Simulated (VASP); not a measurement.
Write the native input for VASP 6.6.1 that does the following.

| Item | Value |
| --- | --- |
| Task | band structure |
| Functional | HF |
| Potentials or basis | VASP PAW PBE potentials, release 64 (Te, Be) |
| Cutoff | 520 eV |
| k mesh | 4 × 4 × 4 |
| Occupations | fermi-dirac, width 0.05 eV |
| Spin | no spin polarisation |
| Grid for exact exchange (PRECFOCK) | Normal |
| Exchange at q = 0 | truncated |
| Further INCAR settings | ALGO = Normal; EDIFF = 1e-07; NBANDS = 11 |

BeTe:

```
CELL_PARAMETERS angstrom
0.00000 2.77000 2.77000
2.77000 0.00000 2.77000
2.77000 2.77000 0.00000
ATOMIC_POSITIONS crystal
Te 0.75000 0.75000 0.75000
Be 0.00000 0.00000 0.00000
```

The input as run:

POSCAR

```
BeTe
1.0
    0.0000000000      2.7700000000      2.7700000000
    2.7700000000      0.0000000000      2.7700000000
    2.7700000000      2.7700000000      0.0000000000
Te Be
1 1
Direct
    0.7500000000      0.7500000000      0.7500000000
    0.0000000000      0.0000000000      0.0000000000
```

INCAR.step1

```
PREC     = Accurate       # precision mode
ENCUT    = 520            # plane-wave cutoff, eV
EDIFF    = 1E-5           # SCF threshold, eV
ISMEAR   = -1             # smearing method
SIGMA    = 0.05           # smearing width, eV
LREAL    = F              # projectors in reciprocal space
LASPH    = T              # aspherical terms in the spheres
NELM     = 100            # most SCF steps
ALGO     = Normal         # electronic algorithm
ISIF     = 2              # what is computed and relaxed
LWAVE    = T              # write WAVECAR
LCHARG   = F              # write CHGCAR
NBANDS   = 11             # bands
GGA      = PE             # functional
```

INCAR.step2

```
PREC     = Accurate       # precision mode
ENCUT    = 520            # plane-wave cutoff, eV
EDIFF    = 1E-7           # SCF threshold, eV
ISMEAR   = -1             # smearing method
SIGMA    = 0.05           # smearing width, eV
LREAL    = F              # projectors in reciprocal space
LASPH    = T              # aspherical terms in the spheres
NELM     = 100            # most SCF steps
ALGO     = Normal         # electronic algorithm
ISIF     = 2              # what is computed and relaxed
LWAVE    = F              # write WAVECAR
LCHARG   = F              # write CHGCAR
GGA      = PE             # functional
LHFCALC  = T              # exact exchange
AEXX     = 1.0            # exact-exchange fraction
ALDAC    = 0.0          
AGGAC    = 0.0          
PRECFOCK = Normal       
HFRCUT   = -1           
NBANDS   = 11             # bands
ISTART   = 1
```

KPOINTS

```
Automatic mesh
0
Gamma
  4 4 4
```

KPOINTS_OPT

```
path GXWKGLUWLK,UX
12
line-mode
reciprocal
 0.0000000000  0.0000000000  0.0000000000  G
 0.5000000000  0.0000000000  0.5000000000  X

 0.5000000000  0.0000000000  0.5000000000  X
 0.5000000000  0.2500000000  0.7500000000  W

 0.5000000000  0.2500000000  0.7500000000  W
 0.3750000000  0.3750000000  0.7500000000  K

 0.3750000000  0.3750000000  0.7500000000  K
 0.0000000000  0.0000000000  0.0000000000  G

 0.0000000000  0.0000000000  0.0000000000  G
 0.5000000000  0.5000000000  0.5000000000  L

 0.5000000000  0.5000000000  0.5000000000  L
 0.6250000000  0.2500000000  0.6250000000  U

 0.6250000000  0.2500000000  0.6250000000  U
 0.5000000000  0.2500000000  0.7500000000  W

 0.5000000000  0.2500000000  0.7500000000  W
 0.5000000000  0.5000000000  0.5000000000  L

 0.5000000000  0.5000000000  0.5000000000  L
 0.3750000000  0.3750000000  0.7500000000  K

 0.6250000000  0.2500000000  0.6250000000  U
 0.5000000000  0.0000000000  0.5000000000  X
```

Potentials or basis: VASP PAW PBE potentials, release 64 (Te, Be).

Run with:

```console
$ cat potpaw_PBE.64/Te/POTCAR potpaw_PBE.64/Be/POTCAR > POTCAR
$ cp INCAR.step1 INCAR
$ mpirun -np 1 vasp_std > vasp.out
$ cp INCAR.step2 INCAR
$ mpirun -np 1 vasp_std > vasp.out
```

It gave:

```yaml
Pressure: 5.9 GPa
Band_gap_on_the_k_mesh: 7.98 eV, indirect (least direct gap 9.16 eV)
Band_gap_along_the_path: 7.98 eV, indirect (least direct gap 9.16 eV)
```

Caveat: the k mesh is coarse (spacing up to 0.49 Å⁻¹), so the values aren't converged, least of all with exact exchange; the PAW data sets were made with another functional, which shifts forces and pressure a little; spin-orbit coupling is left out, which moves the levels of the heavy elements.

It took 11 min on 1 thread of Intel(R) Xeon(R) 6975P-C (Granite Rapids), on a shared host, peak memory 0.2 GiB.
